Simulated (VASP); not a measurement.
Input of a VASP 6.6.1 run:

INCAR

```
SYSTEM = Zr
PREC = Accurate
ENCUT = 520
EDIFF = 1E-6
ISMEAR = 1
SIGMA = 0.1
LREAL = .FALSE.
LASPH = .TRUE.
NELM = 80
ALGO = Normal
ISIF = 2
LWAVE = .FALSE.
LCHARG = .FALSE.
GGA = PS
ICORELEVEL = 1
KPAR = 8
```

The input KPOINTS:

```
Automatic mesh
0
G
  4 4 3
  0 0 0
```

The input POSCAR:

```
Zr
1.0
    9.6960000000      0.0000000000      0.0000000000
   -4.8480000000      8.3969823150      0.0000000000
    0.0000000000      0.0000000000     10.2940000000
Zr
36
Direct
    0.1111111111      0.2222222222      0.1250000000
    0.1111111111      0.2222222222      0.6250000000
    0.1111111111      0.5555555556      0.1250000000
    0.1111111111      0.5555555556      0.6250000000
    0.1111111111      0.8888888889      0.1250000000
    0.1111111111      0.8888888889      0.6250000000
    0.4444444444      0.2222222222      0.1250000000
    0.4444444444      0.2222222222      0.6250000000
    0.4444444444      0.5555555556      0.1250000000
    0.4444444444      0.5555555556      0.6250000000
    0.4444444444      0.8888888889      0.1250000000
    0.4444444444      0.8888888889      0.6250000000
    0.7777777778      0.2222222222      0.1250000000
    0.7777777778      0.2222222222      0.6250000000
    0.7777777778      0.5555555556      0.1250000000
    0.7777777778      0.5555555556      0.6250000000
    0.7777777778      0.8888888889      0.1250000000
    0.7777777778      0.8888888889      0.6250000000
    0.2222222222      0.1111111111      0.3750000000
    0.2222222222      0.1111111111      0.8750000000
    0.2222222222      0.4444444444      0.3750000000
    0.2222222222      0.4444444444      0.8750000000
    0.2222222222      0.7777777778      0.3750000000
    0.2222222222      0.7777777778      0.8750000000
    0.5555555556      0.1111111111      0.3750000000
    0.5555555556      0.1111111111      0.8750000000
    0.5555555556      0.4444444444      0.3750000000
    0.5555555556      0.4444444444      0.8750000000
    0.5555555556      0.7777777778      0.3750000000
    0.5555555556      0.7777777778      0.8750000000
    0.8888888889      0.1111111111      0.3750000000
    0.8888888889      0.1111111111      0.8750000000
    0.8888888889      0.4444444444      0.3750000000
    0.8888888889      0.4444444444      0.8750000000
    0.8888888889      0.7777777778      0.3750000000
    0.8888888889      0.7777777778      0.8750000000
```

Potentials or basis: VASP PAW PBE potentials, release 64 (Zr_sv).

Launch:

```bash
$ cat potpaw_PBE.64/Zr_sv/POTCAR > POTCAR
$ mpirun -np 8 vasp_std > vasp.out
```

Q: Predict the band gap on the k mesh.

A: None (metal or under the smearing width).

Q: Predict the pressure.

A: -3.2 GPa.

Core levels (eV, on the scale of the bands):
```csv
atom,levels
1 Zr,"1s -17807.5, 2s -2454.7, 2p -2187.2, 3s -390.0, 3p -302.8, 3d -159.9"
2 Zr,"1s -17807.5, 2s -2454.7, 2p -2187.2, 3s -390.0, 3p -302.8, 3d -159.9"
3 Zr,"1s -17807.5, 2s -2454.7, 2p -2187.2, 3s -390.0, 3p -302.8, 3d -159.9"
4 Zr,"1s -17807.5, 2s -2454.7, 2p -2187.2, 3s -390.0, 3p -302.8, 3d -159.9"
5 Zr,"1s -17807.5, 2s -2454.7, 2p -2187.2, 3s -390.0, 3p -302.8, 3d -159.9"
6 Zr,"1s -17807.5, 2s -2454.7, 2p -2187.2, 3s -390.0, 3p -302.8, 3d -159.9"
```

Caveat: the PAW data sets were made with another functional, which shifts forces and pressure a little.
